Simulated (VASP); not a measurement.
# Tl (Im-3m) in VASP: reference runs, part 2 of 2

VASP 6.6.1. Earlier steps stand in the parts before.

## 6. Equation of state, PBE, 29.34 Å³/atom (volume scaled by 0.98)

File INCAR:

```
  ALGO = Normal
  EDIFF = 1E-7
  ENCUT = 520
  GGA = PE
  ISIF = 2
  ISMEAR = -1
  LASPH = True
  LCHARG = False
  LREAL = False
  LWAVE = False
  NBANDS = 12
  NELM = 100
  PREC = Accurate
  SIGMA = 0.05
```

File KPOINTS:

```
k-points
0
Gamma
  10 10 10
```

File POSCAR:

```
Tl
1.0
   -1.9428672936      1.9428672936      1.9428672936
    1.9428672936     -1.9428672936      1.9428672936
    1.9428672936      1.9428672936     -1.9428672936
Tl
1
Direct
    0.0000000000      0.0000000000      0.0000000000
```

Potentials or basis: VASP PAW PBE potentials, release 64 (Tl_d).

On the command line:

```console
$ cat potpaw_PBE.64/Tl_d/POTCAR > POTCAR
$ mpirun -np 1 vasp_std > vasp.out
```

Run time: 12 s. Hardware: 1 thread of Intel Xeon Platinum 8488C (Sapphire Rapids), shared host; peak memory 0.16 GiB.

It converged, with:

```yaml
Free_energy: -2.2183 eV
Pressure: 2.0 GPa
Band_gap_on_the_k_mesh: none (metal or under the smearing width)
```

## 7. Equation of state, PBE, 30.53 Å³/atom (volume scaled by 1.02)

File INCAR:

```
PREC     = Accurate       # precision mode
ENCUT    = 520            # plane-wave cutoff, eV
EDIFF    = 1E-7           # SCF threshold, eV
ISMEAR   = -1             # smearing method
SIGMA    = 0.05           # smearing width, eV
LREAL    = False          # projectors in reciprocal space
LASPH    = True           # aspherical terms in the spheres
NELM     = 100            # most SCF steps
ALGO     = Normal         # electronic algorithm
ISIF     = 2              # what is computed and relaxed
LWAVE    = False          # write WAVECAR
LCHARG   = False          # write CHGCAR
GGA      = PE             # functional
NBANDS   = 12             # bands
```

File KPOINTS:

```
regular mesh
0
Gamma
  10 10 10
```

File POSCAR:

```
Tl
1.0
   -1.9689491614      1.9689491614      1.9689491614
    1.9689491614     -1.9689491614      1.9689491614
    1.9689491614      1.9689491614     -1.9689491614
Tl
1
Direct
    0.0000000000      0.0000000000      0.0000000000
```

On the command line:

```console
$ cat potpaw_PBE.64/Tl_d/POTCAR > POTCAR
$ mpirun -np 1 vasp_std > vasp.out
```

It took 19 s on 1 thread of Intel Xeon Platinum 8488C (Sapphire Rapids), shared host; peak memory 0.16 GiB.

It converged, with:

| Quantity | Value |
| --- | --- |
| Free energy | -2.2287 eV |
| Pressure | 0.7 GPa |
| Band gap on the k mesh | none (metal or under the smearing width) |

## 8. Equation of state, PBE, 31.13 Å³/atom (volume scaled by 1.04)

File INCAR:

```
SYSTEM = Tl
PREC     = Accurate       ! precision mode
ENCUT    = 520            ! plane-wave cutoff, eV
EDIFF    = 1E-7           ! SCF threshold, eV
ISMEAR   = -1             ! smearing method
SIGMA    = 0.05           ! smearing width, eV
LREAL    = .False.        ! projectors in reciprocal space
LASPH    = .True.         ! aspherical terms in the spheres
NELM     = 100            ! most SCF steps
ALGO     = Normal         ! electronic algorithm
ISIF     = 2              ! what is computed and relaxed
LWAVE    = .False.        ! write WAVECAR
LCHARG   = .False.        ! write CHGCAR
GGA      = PE             ! functional
NBANDS   = 12             ! bands
```

File KPOINTS:

```
Automatic mesh
0
Gamma
  10 10 10
  0 0 0
```

File POSCAR:

```
Tl
1.0
   -1.9817349039      1.9817349039      1.9817349039
    1.9817349039     -1.9817349039      1.9817349039
    1.9817349039      1.9817349039     -1.9817349039
Tl
1
Direct
    0.0000000000      0.0000000000      0.0000000000
```

On the command line:

```console
$ cat potpaw_PBE.64/Tl_d/POTCAR > POTCAR
$ mpirun -np 1 vasp_std > vasp.out
```

It took 11 s on 1 thread of Intel Xeon Platinum 8488C (Sapphire Rapids), shared host; peak memory 0.16 GiB.

The run converged. Its results:

- Free energy: -2.2304 eV
- Pressure: 0.1 GPa
- Band gap on the k mesh: none (metal or under the smearing width)

## 9. Equation of state, PBE, 31.73 Å³/atom (volume scaled by 1.06)

File INCAR:

```
SYSTEM = Tl
ALGO     = Normal         ! electronic algorithm
EDIFF    = 1E-7           ! SCF threshold, eV
ENCUT    = 520            ! plane-wave cutoff, eV
GGA      = PE             ! functional
ISIF     = 2              ! what is computed and relaxed
ISMEAR   = -1             ! smearing method
LASPH    = .TRUE.         ! aspherical terms in the spheres
LCHARG   = .FALSE.        ! write CHGCAR
LREAL    = .FALSE.        ! projectors in reciprocal space
LWAVE    = .FALSE.        ! write WAVECAR
NBANDS   = 12             ! bands
NELM     = 60             ! most SCF steps
PREC     = Accurate       ! precision mode
SIGMA    = 0.05           ! smearing width, eV
```

File KPOINTS:

```
k-points
0
G
  10 10 10
  0 0 0
```

File POSCAR:

```
Tl
1.0
   -1.9943577595      1.9943577595      1.9943577595
    1.9943577595     -1.9943577595      1.9943577595
    1.9943577595      1.9943577595     -1.9943577595
Tl
1
Direct
    0.0000000000      0.0000000000      0.0000000000
```

Potentials or basis: VASP PAW PBE potentials, release 64 (Tl_d).

On the command line:

```console
$ cat potpaw_PBE.64/Tl_d/POTCAR > POTCAR
$ mpirun -np 1 vasp_std > vasp.out
```

OUTCAR:

```text
SYSTEM = Tl
   EDIFF = 1E-7
   ENCUT = 520
   GGA = PE
   ISIF = 2
   ISMEAR = -1
   LASPH = .TRUE.
   LREAL = .FALSE.
   NELM = 60
   PREC = Accurate

 ion  position               nearest neighbor table
   1  0.000  0.000  0.000-

  LATTYP: Found a body centered cubic cell.
 ALAT       =     3.9887155190

  Lattice vectors:

 A1 = (  -1.9943577595,   1.9943577595,   1.9943577595)
 A2 = (   1.9943577595,  -1.9943577595,   1.9943577595)
 A3 = (   1.9943577595,   1.9943577595,  -1.9943577595)

Analysis of symmetry for initial positions (statically):
=====================================================================
 Subroutine PRICEL returns:
 Original cell was already a primitive cell.

 Routine SETGRP: Setting up the symmetry group for a
 body centered cubic supercell.

 Subroutine GETGRP returns: Found 48 space group operations
 (whereof 48 operations were pure point group operations)
 out of a pool of 48 trial point group operations.

The static configuration has the point symmetry O_h .

Analysis of symmetry for dynamics (positions and initial velocities):
=====================================================================
 Subroutine PRICEL returns:
 Original cell was already a primitive cell.

 Routine SETGRP: Setting up the symmetry group for a
 body centered cubic supercell.

 Subroutine GETGRP returns: Found 48 space group operations
 (whereof 48 operations were pure point group operations)
 out of a pool of 48 trial point group operations.

The dynamic configuration has the point symmetry O_h .

 Subroutine INISYM returns: Found 48 space group operations
 (whereof 48 operations are pure point group operations),
 and found     1 'primitive' translations

----------------------------------------------------------------------------------------

                                     Primitive cell

  volume of cell :      31.7299

[... 133 lines left out ...]
   GGA     = PE    functional components
   LHFCALC =     F    Hartree Fock is set to
   AEXX    =    0.0000 exact exchange contribution
   IVDW    =     0    specifies the selected vdW correction
   LEPSILON=     F    determine dielectric tensor
   LRPA    =     F    only Hartree local field effects (RPA)
 non-spin polarized calculation
  energy-cutoff  :      520.00
  volume of cell :       31.73
 maximum number of plane-waves:       887
 NGX is ok and might be reduce to    28
   NGX = 13   NGY = 13   NGZ = 13

 number of electron      12.9999997 magnetization

 Free energy of the ion-electron system (eV)
  ---------------------------------------------------
  ext. energy  EPLUGINS =         0.00000000
  ---------------------------------------------------
  free energy    TOTEN  =        -2.23007214 eV

  energy without entropy =       -2.22748312  energy(sigma->0) =       -2.22877763

 E-fermi :   5.5152     XC(G=0):  -9.6833

 val. band max:        5.4896707573   @ k =   0.3000   0.3000   0.1000
 cond. band min:       5.7134016636   @ k =  -0.4000  -0.4000   0.2000
 fundamental gap:      0.2237309063
 Fermi energy:         5.5152169861

 k-point     1 :       0.0000    0.0000    0.0000
  band No.  band energies     occupation
      1      -6.0095      2.00000
      2      -6.0095      2.00000
      3      -6.0095      2.00000
      4      -5.6745      2.00000
      5      -5.6745      2.00000
      6      -3.8356      2.00000
      7      15.3090      0.00000
      8      15.3090      0.00000
      9      15.3090      0.00000
     10      17.6223      0.00000
     11      17.6223      0.00000
     12      17.6223      0.00000
[... 571 lines left out ...]
 k-point    40 :      -0.4000   -0.4000    0.2000
  band No.  band energies     occupation
      1      -5.9791      2.00000
      2      -5.9791      2.00000
      3      -5.8837      2.00000
      4      -5.5629      2.00000
      5      -5.5629      2.00000
      6       1.6915      2.00000
      7       5.7134      0.03728
      8       5.7134      0.03728
      9      11.4979      0.00000
     10      14.8491      0.00000
     11      14.8491      0.00000
     12      18.1559      0.00000

 [... further k-points ...]

------------------------ aborting loop because EDIFF is reached ----------------------------------------

  FORCE on cell =-STRESS in cart. coord.  units (eV):
  Direction    XX          YY          ZZ          XY          YZ          ZX
  --------------------------------------------------------------------------------------
  -------------------------------------------------------------------------------------
  Total       -0.0826562     -0.0826562     -0.0826562      0.0000000      0.0000000     -0.0000000
  in kB       -4.1736560     -4.1736560     -4.1736560      0.0000000      0.0000000     -0.0000000
  external PRESSURE =      -4.1736560 kB  Pullay stress =       0.0000000 kB

 VOLUME and BASIS-vectors are now :
 -----------------------------------------------------------------------------
  energy-cutoff  :      520.00
  volume of cell :       31.73
      direct lattice vectors                 reciprocal lattice vectors
    -1.994357759  1.994357759  1.994357759     0.000000000  0.250707275  0.250707275
     1.994357759 -1.994357759  1.994357759     0.250707275  0.000000000  0.250707275
     1.994357759  1.994357759 -1.994357759     0.250707275  0.250707275  0.000000000

 POSITION                                       TOTAL-FORCE (eV/Angst)
 -----------------------------------------------------------------------------------
      0.00000      0.00000      0.00000        -0.000000      0.000000      0.000000
 -----------------------------------------------------------------------------------
    total drift:                               -0.000000     -0.000000     -0.000000

  FREE ENERGIE OF THE ION-ELECTRON SYSTEM (eV)
  ---------------------------------------------------
  free  energy   TOTEN  =        -2.2300721366 eV

  energy  without entropy=       -2.2274831211  energy(sigma->0) =       -2.22877763
```

OSZICAR:

```text
N       E                     dE             d eps       ncg     rms          rms(c)
DAV:   1     0.474723872634E+02    0.47472E+02   -0.66751E+03  1232   0.923E+02
DAV:   2    -0.169836914337E+01   -0.49171E+02   -0.48307E+02  1284   0.205E+02
DAV:   3    -0.224831077811E+01   -0.54994E+00   -0.54951E+00  1340   0.193E+01
DAV:   4    -0.225088071273E+01   -0.25699E-02   -0.25699E-02  1284   0.154E+00
DAV:   5    -0.225091308278E+01   -0.32370E-04   -0.32370E-04  1316   0.169E-01    0.158E+00
DAV:   6    -0.223312651710E+01    0.17787E-01   -0.29188E-02  1208   0.156E+00    0.115E+00
DAV:   7    -0.223018080068E+01    0.29457E-02   -0.94994E-03  1264   0.877E-01    0.518E-01
DAV:   8    -0.223006551914E+01    0.11528E-03   -0.36229E-04  1276   0.180E-01    0.290E-02
DAV:   9    -0.223006969735E+01   -0.41782E-05   -0.41107E-06  1268   0.190E-02    0.955E-03
DAV:  10    -0.223007213270E+01   -0.24354E-05   -0.21002E-06  1256   0.135E-02    0.619E-04
DAV:  11    -0.223007213664E+01   -0.39438E-08   -0.35252E-08   764   0.133E-03
   1 F= -.22300721E+01 E0= -.22287776E+01  d E =-.258902E-02
```

Run time: 11 s. Hardware: 1 thread of Intel Xeon Platinum 8488C (Sapphire Rapids), shared host; peak memory 0.16 GiB.

Results:

- Free energy: -2.2301 eV
- Pressure: -0.4 GPa
- Band gap on the k mesh: none (metal or under the smearing width)

## 10. Equation of state, PBE

Potentials or basis: VASP PAW PBE potentials, release 64 (Tl_d).

This step only gathers the single runs of the series.

What came out:

* Equilibrium volume: 31.32 Å³/atom
* Bulk modulus: 27 GPa
* Pressure derivative of the bulk modulus: 5.3

Energy against volume, from the lowest point:
| volume (Å³/atom) | energy (meV/atom) |
| --- | --- |
| 28.138 | 34.22 |
| 28.737 | 21.55 |
| 29.335 | 12.14 |
| 29.934 | 5.62 |
| 30.533 | 1.68 |
| 31.131 | 0.00 |
| 31.730 | 0.34 |

The run has no spin-orbit coupling, so splittings on Tl are missing.

## 11. Overview

| task | cell | gap on the mesh (eV) | pressure (GPa) |
| --- | --- | --- | --- |
| single point | as given | none | 1.3 |
| single point | cell strained at random at fixed volume | none | 1.3 |
| equation of state | as given | - | - |

Alike in all rows: level PBE; potentials or basis VASP PAW PBE potentials, release 64 (Tl_d); no spin polarisation; k mesh 10 × 10 × 10; cutoff (eV) 520; smearing fermi-dirac 0.05 eV.

Total energies depend on the potentials used, so only differences within one code and one set of settings carry meaning.
